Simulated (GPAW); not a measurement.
# FeO (Wuestite) (Fm-3m) in GPAW: further runs, part 2 of 2

GPAW 26.7.0.

## 3. Relaxation of cell and atoms, PBEsol, collinear spin, ferromagnetic start, target pressure 5 GPa, at which the enthalpy is minimised

run.py reads:

```python
from ase import Atoms
from ase.filters import FrechetCellFilter
from ase.io import write
from ase.optimize import BFGS
from ase.units import GPa
from gpaw import GPAW, PW, setup_paths

setup_paths.insert(0, '.')

atoms = Atoms(['Fe', 'O'],
              cell=[[0.0, 2.1554, 2.1554],
                    [2.1554, 0.0, 2.1554],
                    [2.1554, 2.1554, 0.0]],
              scaled_positions=[[0.0, 0.0, 0.0],
                                [0.5, 0.5, 0.5]],
              pbc=True)
atoms.set_initial_magnetic_moments([3.0, 0.0])

calc = GPAW(mode=PW(800),
            xc='PBEsol',
            kpts={'size': (9, 9, 9), 'gamma': True},
            occupations={'name': 'fermi-dirac', 'width': 0.05},
            nbands=17,
            convergence={'density': 1e-05, 'forces': 0.0001},
            maxiter=150,
            txt='gpaw.txt')
atoms.calc = calc
opt = BFGS(FrechetCellFilter(atoms, scalar_pressure=5 * GPa), trajectory='relax.traj', logfile='-')
done = opt.run(fmax=0.02, steps=60)
calc.write('gs.gpw')
write('result.traj', atoms)
print('Converged:', done)
print('Cell:', atoms.cell.cellpar().round(4))
print('Volume:', round(atoms.get_volume(), 4))
print(atoms.get_scaled_positions().round(5))
```

Potentials or basis: PAW data sets generated in the run's folder for this functional, pw.

Started as:

```sh
> gpaw-setup -f PBEsol Fe O
> OMP_NUM_THREADS=1 python run.py
```

gpaw.txt:

```text
__  _  _
 | _ |_)|_||  |
 |__||  | ||/\| - 26.7.0

Input parameters:
  mode=PW(ecut=800.0),
  convergence={'density': 1e-05, 'forces': 0.0001},
  kpts=MonkhorstPack(size=(9, 9, 9), gamma=True),
  maxiter=150,
  nbands=17,
  occupations=Occupations(name='fermi-dirac', width=0.05),
  xc=XC(name='PBEsol')

Diagonalizing LCAO Hamiltonian
Converting LCAO to pw mode

              O

       Fe

Atoms  # Å, Bohr magnetons
|   | symbol |        x |        y |        z |    initial magnetic moments |
|---|--------|----------|----------|----------|-----------------------------|
| 0 |     Fe | 0.000000 | 0.000000 | 0.000000 | ( 0.0000,  0.0000,  3.0000) |
| 1 |      O | 2.155400 | 2.155400 | 2.155400 | ( 0.0000,  0.0000,  0.0000) |

Unit cell  # Å
| periodic |        x |        y |        z |  lengths |    angles |
|----------|----------|----------|----------|----------|-----------|
|      yes | 0.000000 | 2.155400 | 2.155400 | 3.048196 | 60.000000 |
|      yes | 2.155400 | 0.000000 | 2.155400 | 3.048196 | 60.000000 |
|      yes | 2.155400 | 2.155400 | 0.000000 | 3.048196 | 60.000000 |

Number of symmetries: 48
Symmetry operations  # r_c * U_cc + t_c -> r_c
|    | kind |            matrix            |
|----|------|------------------------------|
|  0 |  σ   |  1, 0, 0,  1, 0,-1,  1,-1, 0 |
|  1 |  C2  |  1, 0, 0,  1,-1, 0,  1, 0,-1 |
|  2 |  E   |  1, 0, 0,  0, 1, 0,  0, 0, 1 |
|  3 |  σ   |  1, 0, 0,  0, 0, 1,  0, 1, 0 |
|  4 |  C4  |  1, 0,-1,  1, 0, 0,  1,-1, 0 |
|  5 |  S6  |  1, 0,-1,  1,-1, 0,  1, 0, 0 |
|  6 |  σ   |  1, 0,-1,  0, 1,-1,  0, 0,-1 |
|  7 |  C3  |  1, 0,-1,  0, 0,-1,  0, 1,-1 |
|  8 |  S6  |  1,-1, 0,  1, 0, 0,  1, 0,-1 |
|  9 |  C4  |  1,-1, 0,  1, 0,-1,  1, 0, 0 |
| 10 |  C3  |  1,-1, 0,  0,-1, 1,  0,-1, 0 |
| 11 |  σ   |  1,-1, 0,  0,-1, 0,  0,-1, 1 |
| 12 |  σ   |  0, 1, 0,  1, 0, 0,  0, 0, 1 |
| 13 |  C4  |  0, 1, 0,  0, 1,-1, -1, 1, 0 |
[... 234 lines left out ...]
Stress tensor  # eV/Ang^3
|         x |         y |         z |
|-----------|-----------|-----------|
|  0.043725 |  0.000000 | -0.000000 |
|  0.000000 |  0.043725 | -0.000000 |
| -0.000000 | -0.000000 |  0.043725 |

Forces  # eV/Ang
|       x |        y |        z |
|---------|----------|----------|
| 0.00000 |  0.00000 |  0.00000 |  # Fe   0
| 0.00000 | -0.00000 | -0.00000 |  # O    1

Interpolating wave functions to new cell

              O

       Fe

Atoms  # Å, Bohr magnetons
|   | symbol |        x |        y |        z |    initial magnetic moments |
|---|--------|----------|----------|----------|-----------------------------|
| 0 |     Fe | 0.000000 | 0.000000 | 0.000000 | ( 0.0000,  0.0000,  3.5382) |
| 1 |      O | 2.143879 | 2.143879 | 2.143879 | ( 0.0000,  0.0000,  0.2376) |

Unit cell  # Å
| periodic |        x |        y |        z |  lengths |    angles |
|----------|----------|----------|----------|----------|-----------|
|      yes | 0.000000 | 2.143879 | 2.143879 | 3.031903 | 60.000000 |
|      yes | 2.143879 | 0.000000 | 2.143879 | 3.031903 | 60.000000 |
|      yes | 2.143879 | 2.143879 | 0.000000 | 3.031903 | 60.000000 |

Number of symmetries: 48
Symmetry operations  # r_c * U_cc + t_c -> r_c
|    | kind |            matrix            |
|----|------|------------------------------|
|  0 |  σ   |  1, 0, 0,  1, 0,-1,  1,-1, 0 |
|  1 |  C2  |  1, 0, 0,  1,-1, 0,  1, 0,-1 |
|  2 |  E   |  1, 0, 0,  0, 1, 0,  0, 0, 1 |
|  3 |  σ   |  1, 0, 0,  0, 0, 1,  0, 1, 0 |
|  4 |  C4  |  1, 0,-1,  1, 0, 0,  1,-1, 0 |
|  5 |  S6  |  1, 0,-1,  1,-1, 0,  1, 0, 0 |
|  6 |  σ   |  1, 0,-1,  0, 1,-1,  0, 0,-1 |
|  7 |  C3  |  1, 0,-1,  0, 0,-1,  0, 1,-1 |
|  8 |  S6  |  1,-1, 0,  1, 0, 0,  1, 0,-1 |
|  9 |  C4  |  1,-1, 0,  1, 0,-1,  1, 0, 0 |
| 10 |  C3  |  1,-1, 0,  0,-1, 1,  0,-1, 0 |
| 11 |  σ   |  1,-1, 0,  0,-1, 0,  0,-1, 1 |
| 12 |  σ   |  0, 1, 0,  1, 0, 0,  0, 0, 1 |
| 13 |  C4  |  0, 1, 0,  0, 1,-1, -1, 1, 0 |
[... 232 lines left out ...]
Stress tensor  # eV/Ang^3
|         x |         y |         z |
|-----------|-----------|-----------|
|  0.025006 | -0.000000 | -0.000000 |
| -0.000000 |  0.025006 |  0.000000 |
| -0.000000 |  0.000000 |  0.025006 |

Forces  # eV/Ang
|       x |       y |       z |
|---------|---------|---------|
| 0.00000 | 0.00000 | 0.00000 |  # Fe   0
| 0.00000 | 0.00000 | 0.00000 |  # O    1

Interpolating wave functions to new cell

              O

       Fe

Atoms  # Å, Bohr magnetons
|   | symbol |        x |         y |         z |    initial magnetic moments |
|---|--------|----------|-----------|-----------|-----------------------------|
| 0 |     Fe | 0.000000 | -0.000000 | -0.000000 | ( 0.0000,  0.0000,  3.5364) |
| 1 |      O | 2.111721 |  2.111721 |  2.111721 | ( 0.0000,  0.0000,  0.2406) |

Unit cell  # Å
| periodic |        x |        y |         z |  lengths |    angles |
|----------|----------|----------|-----------|----------|-----------|
|      yes | 0.000000 | 2.111721 |  2.111721 | 2.986424 | 60.000000 |
|      yes | 2.111721 | 0.000000 |  2.111721 | 2.986424 | 60.000000 |
|      yes | 2.111721 | 2.111721 | -0.000000 | 2.986424 | 60.000000 |

Number of symmetries: 48
Symmetry operations  # r_c * U_cc + t_c -> r_c
|    | kind |            matrix            |
|----|------|------------------------------|
|  0 |  σ   |  1, 0, 0,  1, 0,-1,  1,-1, 0 |
|  1 |  C2  |  1, 0, 0,  1,-1, 0,  1, 0,-1 |
|  2 |  E   |  1, 0, 0,  0, 1, 0,  0, 0, 1 |
|  3 |  σ   |  1, 0, 0,  0, 0, 1,  0, 1, 0 |
|  4 |  C4  |  1, 0,-1,  1, 0, 0,  1,-1, 0 |
|  5 |  S6  |  1, 0,-1,  1,-1, 0,  1, 0, 0 |
|  6 |  σ   |  1, 0,-1,  0, 1,-1,  0, 0,-1 |
|  7 |  C3  |  1, 0,-1,  0, 0,-1,  0, 1,-1 |
|  8 |  S6  |  1,-1, 0,  1, 0, 0,  1, 0,-1 |
|  9 |  C4  |  1,-1, 0,  1, 0,-1,  1, 0, 0 |
| 10 |  C3  |  1,-1, 0,  0,-1, 1,  0,-1, 0 |
| 11 |  σ   |  1,-1, 0,  0,-1, 0,  0,-1, 1 |
| 12 |  σ   |  0, 1, 0,  1, 0, 0,  0, 0, 1 |
| 13 |  C4  |  0, 1, 0,  0, 1,-1, -1, 1, 0 |
[... 234 lines left out ...]
Stress tensor  # eV/Ang^3
|         x |         y |         z |
|-----------|-----------|-----------|
| -0.035577 | -0.000000 | -0.000000 |
| -0.000000 | -0.035577 |  0.000000 |
| -0.000000 |  0.000000 | -0.035577 |

Forces  # eV/Ang
|       x |        y |       z |
|---------|----------|---------|
| 0.00000 | -0.00000 | 0.00000 |  # Fe   0
| 0.00000 |  0.00000 | 0.00000 |  # O    1

Interpolating wave functions to new cell

              O

       Fe

Atoms  # Å, Bohr magnetons
|   | symbol |        x |         y |         z |    initial magnetic moments |
|---|--------|----------|-----------|-----------|-----------------------------|
| 0 |     Fe | 0.000000 | -0.000000 | -0.000000 | ( 0.0000,  0.0000,  3.5272) |
| 1 |      O | 2.113929 |  2.113929 |  2.113929 | ( 0.0000,  0.0000,  0.2483) |

Unit cell  # Å
| periodic |        x |        y |         z |  lengths |    angles |
|----------|----------|----------|-----------|----------|-----------|
|      yes | 0.000000 | 2.113929 |  2.113929 | 2.989547 | 60.000000 |
|      yes | 2.113929 | 0.000000 |  2.113929 | 2.989547 | 60.000000 |
|      yes | 2.113929 | 2.113929 | -0.000000 | 2.989547 | 60.000000 |

Number of symmetries: 48
Symmetry operations  # r_c * U_cc + t_c -> r_c
|    | kind |            matrix            |
|----|------|------------------------------|
|  0 |  σ   |  1, 0, 0,  1, 0,-1,  1,-1, 0 |
|  1 |  C2  |  1, 0, 0,  1,-1, 0,  1, 0,-1 |
|  2 |  E   |  1, 0, 0,  0, 1, 0,  0, 0, 1 |
|  3 |  σ   |  1, 0, 0,  0, 0, 1,  0, 1, 0 |
|  4 |  C4  |  1, 0,-1,  1, 0, 0,  1,-1, 0 |
|  5 |  S6  |  1, 0,-1,  1,-1, 0,  1, 0, 0 |
|  6 |  σ   |  1, 0,-1,  0, 1,-1,  0, 0,-1 |
|  7 |  C3  |  1, 0,-1,  0, 0,-1,  0, 1,-1 |
|  8 |  S6  |  1,-1, 0,  1, 0, 0,  1, 0,-1 |
|  9 |  C4  |  1,-1, 0,  1, 0,-1,  1, 0, 0 |
| 10 |  C3  |  1,-1, 0,  0,-1, 1,  0,-1, 0 |
| 11 |  σ   |  1,-1, 0,  0,-1, 0,  0,-1, 1 |
| 12 |  σ   |  0, 1, 0,  1, 0, 0,  0, 0, 1 |
| 13 |  C4  |  0, 1, 0,  0, 1,-1, -1, 1, 0 |
[... 168 lines left out ...]
SCF iterations
|iter     | |      energy | eigst |  dens |force |  magmom |
|---------|-|-------------|-------|-------|------|---------|
|iter:   1| |  -16.822386 | -2.28 |       |      |  +3.9935|
|iter:   2| |  -16.822248 | -5.53 | -2.53 |      |  +3.9937|
|iter:   3| |  -16.821869c| -4.70 | -2.59 |      |  +3.9945|
|iter:   4| |  -16.821872c| -6.27 | -3.29 |      |  +3.9947|
|iter:   5| |  -16.821882c| -6.72 | -3.66 |      |  +3.9948|
|iter:   6| |  -16.821881c| -7.23 | -3.87 |      |  +3.9949|
|iter:   7| |  -16.821881c| -8.36c| -4.66 |      |  +3.9949|
|iter:   8| |  -16.821881c| -8.52c| -4.96 |      |  +3.9949|
|iter:   9| |  -16.821881c| -9.32c| -5.90c|      |  +3.9949|
|iter:  10| |  -16.821881c|-10.32c| -6.26c|-23.75c|  +3.9949|

Converged in 10 steps
Energy contributions relative to reference atoms: (reference = -36621.116537)

Energy contributions:
  Kinetic:          30.095214
  Coulomb:         -26.186831
  Zero:              0.262041
  External:          0.000000
  Xc:              -20.987422
  Entropy:          -0.009764
  Spinorbit:         0.000000
  ----------------------------
  Free energy:     -16.826763
  Extrapolated:    -16.821881
[... 36 lines left out ...]
Stress tensor  # eV/Ang^3
|         x |         y |         z |
|-----------|-----------|-----------|
| -0.031079 |  0.000000 | -0.000000 |
|  0.000000 | -0.031079 | -0.000000 |
| -0.000000 | -0.000000 | -0.031079 |

Forces  # eV/Ang
|       x |        y |        z |
|---------|----------|----------|
| 0.00000 |  0.00000 |  0.00000 |  # Fe   0
| 0.00000 | -0.00000 | -0.00000 |  # O    1

# Writing to gs.gpw (mode='')
```

Run time: 74 s. Hardware: 1 thread of Arm Neoverse V2, shared host; peak memory 0.25 GiB.

What came out:

```yaml
Free_energy: -16.8268 eV
Relaxed_volume: 9.45 Å³/atom
Relaxed_cell: a = 2.990 Å, b = 2.990 Å, c = 2.990 Å, α = 60.00°, β = 60.00°, γ = 60.00°
Space_group_after_relaxing_to_0.05_Å: Fm-3m (No. 225)
Energy_change_on_relaxing_the_enthalpy_is_what_falls: -2.5 meV/atom
Ionic_steps: 4
Pressure_after_relaxing: 5.0 GPa
Band_gap_on_the_k_mesh: none (metal or under the smearing width)
Net_moment: 3.99 μB per cell
Site_moments: Fe +3.53; O +0.25 μB
```

Step by step:
```tsv
step	energy change (eV)	largest force (eV/Å)	pressure (GPa)	volume (Å³)
1	0.0000	0.0000	-7.01	20.03
2	-0.0098	0.0000	-4.01	19.71
3	-0.0026	0.0000	5.70	18.83
4	-0.0050	0.0000	4.98	18.89
```

Final structure:
```
CELL_PARAMETERS angstrom
0.00000 2.11393 2.11393
2.11393 0.00000 2.11393
2.11393 2.11393 0.00000
ATOMIC_POSITIONS crystal
Fe 0.00000 0.00000 0.00000
O 0.50000 0.50000 0.50000
```

Levels at points of the mesh, in eV from the Fermi level:
Spin up:
```csv
k point,band 7,band 8,band 9,band 10,band 11,band 12
"(0.00, 0.00, 0.00)",-3.91,-3.63,-3.63,0.24,15.33,17.28
```
Spin down:
```tsv
k point	band 2	band 3	band 4	band 5	band 6	band 7	band 8	band 9
(0.00, 0.00, 0.00)	-3.52	-3.52	-3.52	-0.80	-0.80	-0.80	0.14	0.14
```

Caveat: each step starts from the last one's moments, so a moment once lost doesn't come back; later steps reuse the first step's grids; a cell with one magnetic atom can't hold antiferromagnetic order, which such compounds often take; semilocal functionals often make such compounds metallic where correlation or magnetic order opens a gap, which also shifts bond lengths. With open d or f shells a metallic result of PBEsol can be an artefact of self-interaction; +U or a hybrid may open a gap.

## 4. Relaxation of cell and atoms, PBEsol, collinear spin, ferromagnetic start, target pressure 10 GPa, at which the enthalpy is minimised

Edit run.py of step 3 so:

```diff
@@ -27,3 +27,3 @@
 atoms.calc = calc
-opt = BFGS(FrechetCellFilter(atoms, scalar_pressure=5 * GPa), trajectory='relax.traj', logfile='-')
+opt = BFGS(FrechetCellFilter(atoms, scalar_pressure=10 * GPa), trajectory='relax.traj', logfile='-')
 done = opt.run(fmax=0.02, steps=60)
```

Started as:

```sh
> gpaw-setup -f PBEsol Fe O
> OMP_NUM_THREADS=1 python run.py
```

It took 74 s on 1 thread of Arm Neoverse V2, shared host; peak memory 0.25 GiB.

The run converged. Its results:

| Item | Value |
| --- | --- |
| Free energy | -16.8060 eV |
| Relaxed volume | 9.24 Å³/atom |
| Relaxed cell | a = 2.968 Å, b = 2.968 Å, c = 2.968 Å, α = 60.00°, β = 60.00°, γ = 60.00° |
| Space group after relaxing (to 0.05 Å) | Fm-3m (No. 225) |
| Energy change on relaxing (the enthalpy is what falls) | +8.1 meV/atom |
| Ionic steps | 4 |
| Pressure after relaxing | 10.0 GPa |
| Band gap on the k mesh | none (metal or under the smearing width) |
| Net moment | 3.98 μB per cell |
| Site moments | Fe +3.51; O +0.25 μB |

Step by step:
```tsv
step	energy change (eV)	largest force (eV/Å)	pressure (GPa)	volume (Å³)
1	0.0000	0.0000	-7.01	20.03
2	-0.0122	0.0000	-2.69	19.58
3	0.0216	0.0000	10.99	18.41
4	0.0162	0.0000	10.02	18.49
```

Final structure:
```xyz
2
Lattice="0.0000 2.0987 2.0987 2.0987 0.0000 2.0987 2.0987 2.0987 0.0000" Properties=species:S:1:pos:R:3 pbc="T T T"
Fe    0.0000    0.0000    0.0000
O     2.0987    2.0987    2.0987
```

Levels at points of the mesh, in eV from the Fermi level:
Spin up:
```csv
k point,band 6,band 7,band 8,band 9,band 10,band 11,band 12,band 13
"(0.00, 0.00, 0.00)",-3.93,-3.93,-3.63,-3.63,0.38,15.41,17.48,17.48
```
Spin down:
| k point | band 1 | band 2 | band 3 | band 4 | band 5 | band 6 | band 7 | band 8 | band 9 | band 10 |
| --- | --- | --- | --- | --- | --- | --- | --- | --- | --- | --- |
| (0.00, 0.00, 0.00) | -20.87 | -3.59 | -3.59 | -3.59 | -0.84 | -0.84 | -0.84 | 0.12 | 0.12 | 1.22 |

Caveat: each step starts from the last one's moments, so a moment once lost doesn't come back; later steps reuse the first step's grids; a cell with one magnetic atom can't hold antiferromagnetic order, which such compounds often take; semilocal functionals often make such compounds metallic where correlation or magnetic order opens a gap, which also shifts bond lengths.

## 5. Summary

```tsv
cell	target pressure	gap on the mesh (eV)	pressure (GPa)	moment (μB)
relaxed to 2 GPa	2 GPa	none	2.0	4.00
relaxed to 5 GPa	5 GPa	none	5.0	3.99
relaxed to 10 GPa	10 GPa	none	10.0	3.98
```

Alike in all rows: task relaxation of cell and atoms; level PBEsol; potentials or basis PAW data sets generated in the run's folder for this functional, pw; spin collinear, ferromagnetic start; k mesh 9 × 9 × 9; cutoff (eV) 800; smearing fermi-dirac 0.05 eV.

Caveats: each step starts from the last one's moments, so a moment once lost doesn't come back; later steps reuse the first step's grids; a cell with one magnetic atom can't hold antiferromagnetic order, which such compounds often take; semilocal functionals often make such compounds metallic where correlation or magnetic order opens a gap, which also shifts bond lengths.

Absolute energies hang on the potentials; compare differences alone.
